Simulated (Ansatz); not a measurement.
# Ag: pressure up to the limit of the methods

How does Ag (bcc type) answer strong compression? The runs shown use PAW. Its runs: cell relaxed at zero pressure (PAW); volume scaled by 1 (PAW); volume scaled by 0.92 (PAW and PAW (core large)); volume scaled by 0.84 (PAW); volume scaled by 0.76 (PAW); volume scaled by 0.68 (PAW); volume scaled by 0.6 (PAW); volume scaled by 0.52 (PAW); volume scaled by 0.45 (PAW and PAW (core large)).

Program: Ansatz 0.2.0. Level of theory: DFT PBE, with the methods named in each step. These are calculated values, not measurements.

## (1) The starting structure

It takes space group Im-3m (No. 229, cubic). The conventional cell has a = 3.291 Å, b = 3.291 Å, c = 3.291 Å, α = 90.00°, β = 90.00°, γ = 90.00°. Around Ag (site symmetry m-3m) lie 8 Ag at 2.85 Å.

As a file:

```
CELL_PARAMETERS angstrom
-1.64569 1.64569 1.64569
1.64569 -1.64569 1.64569
1.64569 1.64569 -1.64569
ATOMIC_POSITIONS crystal
Ag 0.00000 0.00000 0.00000
```

Whether this phase is the stable one at these pressures isn't tested.

## (2) Cell relaxed at zero pressure, PAW

input.yaml reads:

```yaml
crystal:
  lattice:
    - [-1.6456881604, 1.6456881604, 1.6456881604]
    - [1.6456881604, -1.6456881604, 1.6456881604]
    - [1.6456881604, 1.6456881604, -1.6456881604]
  atoms:
    - { symbol: Ag, position: [0.0, 0.0, 0.0] }
kpoints:
  mp_grid: { grid: [16, 16, 16] }
scf:
  occupations: { method: fermi_dirac, width: 0.05 }
hamiltonian:
  xc: pbe
  pseudopotentials: { kind: paw }
output:
  forces: true
  stress: true
relax:
  f_tol: 0.005
  max_steps: 40
  cell: {}
```

On the command line:

```sh
> ansatz run input.yaml --threads 1 --pin off --max-ram 2048MiB --backend cpu --events-out ev --progress --plain --runs-dir out
```

The runs that follow: Volume scaled by 1, PAW; Volume scaled by 0.92, PAW; Volume scaled by 0.92, PAW (core large); Volume scaled by 0.84, PAW; Volume scaled by 0.76, PAW; Volume scaled by 0.68, PAW; Volume scaled by 0.6, PAW; Volume scaled by 0.52, PAW; Volume scaled by 0.45, PAW; Volume scaled by 0.45, PAW (core large).

What does the calculation give? Wanted: PAW pressure at 0.45 of the volume; PAW; fitted bulk modulus at zero pressure.

As calculated:

```
                                       quantity      value
             PAW pressure at 0.45 of the volume  633.8 GPa
PAW (core large) pressure at 0.45 of the volume  633.8 GPa
     fitted bulk modulus at zero pressure (PAW)     93 GPa
                        its pressure derivative       5.40
```

What this shows: By PAW the pressure climbs to 634 GPa at 0.45 of the first volume. A third-order Birch-Murnaghan curve fits the range only roughly (B₀ = 93 GPa, B′ = 5.40, misfit at most 5.02 GPa). A fit over so wide a range leans to the high pressures, so B₀ can be off by several per cent. No all-electron run checks these rows here, and frozen cores can fail under such compression. The ions are at rest, and the electrons smeared by 0.05 eV.
